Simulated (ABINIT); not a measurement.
An input for ABINIT 10.8.3 (AlN (P6_3mc)):

```
acell 3*1.0 Angstrom
rprim 
  3.113000000011 -0.000000000003 0.000000000000
  -1.556500000003 2.695937081992 0.000000000000
  0.000000000000 0.000000000000 4.981000000000
ntypat 2
znucl 13 7
natom 4
typat 1 1 2 2
xred 
  0.333333333333 0.666666666667 0.000000000000
  0.666666666667 0.333333333333 0.500000000000
  0.333333333333 0.666666666667 0.380000000000
  0.666666666667 0.333333333333 0.880000000000
pp_dirpath "pseudos"
pseudos "Al.upf, N.upf"
ecut 36
ngkpt 3 3 4
nshiftk 1
shiftk 0 0 0
kptopt 1
chksymbreak 0
istwfk *1
occopt 1
irdwfk 1
optdriver 4
nband 75
gwcalctyp 28
ecutsigx 36
symsigma 0
nkptgw 9
kptgw 
  0.0000000000 0.0000000000 0.0000000000
  0.3333333333 0.0000000000 0.0000000000
  0.3333333333 0.3333333333 0.0000000000
  0.0000000000 0.0000000000 0.2500000000
  0.3333333333 0.0000000000 0.2500000000
  0.3333333333 0.3333333333 0.2500000000
  0.0000000000 0.0000000000 0.5000000000
  0.3333333333 0.0000000000 0.5000000000
  0.3333333333 0.3333333333 0.5000000000
bdgw 
  1 22
  1 22
  1 22
  1 22
  1 22
  1 22
  1 22
  1 22
  1 22
ecuteps 5
irdscr 1
ppmodel 1
irdqps 1
rhoqpmix 0.3
indata_prefix "in"
outdata_prefix "out"
tmpdata_prefix "tmp"
```

The database entry behind the starting cell differs from later determinations by our own check (inner coordinate u about 0.002 short), so it need not match the best structure at ambient conditions.

```sh
OMP_NUM_THREADS=1 mpirun -n 8 abinit run.abi > log
```

Question: How long will it take on 8 MPI ranks of Arm Neoverse V1, shared host, and how much memory?

It took 35 s; on shared hardware allow 17 s to 69 s. Peak host memory was 2.0 GiB.

[Paths, hosts, dates, memory and timing lines, banners, echoed tables and standing remarks are left out of the program output.]

[Logs are printed without paths, hosts, clocks, repeated set-up lines and the standing remarks that a program may print on its own settings, such as how far it seeks lower states.]

[Runs of the session that timed out or met a known fault of the program may be left out.]

[Hosts, paths, dates, database ids (printed as entryN), source tags and the programs' standing remarks are cut or masked in the printed files.]

[G0W0 gaps are taken among the corrected bands and points alone; a level outside them can change the order at an edge.]

[Where Ansatz stands beside ABINIT at settings called matched, ABINIT's density can come from a denser mesh and the files from another edition; pairs whose starting gaps differed by over 0.03 eV were left out, so agreement reads better than it is.]
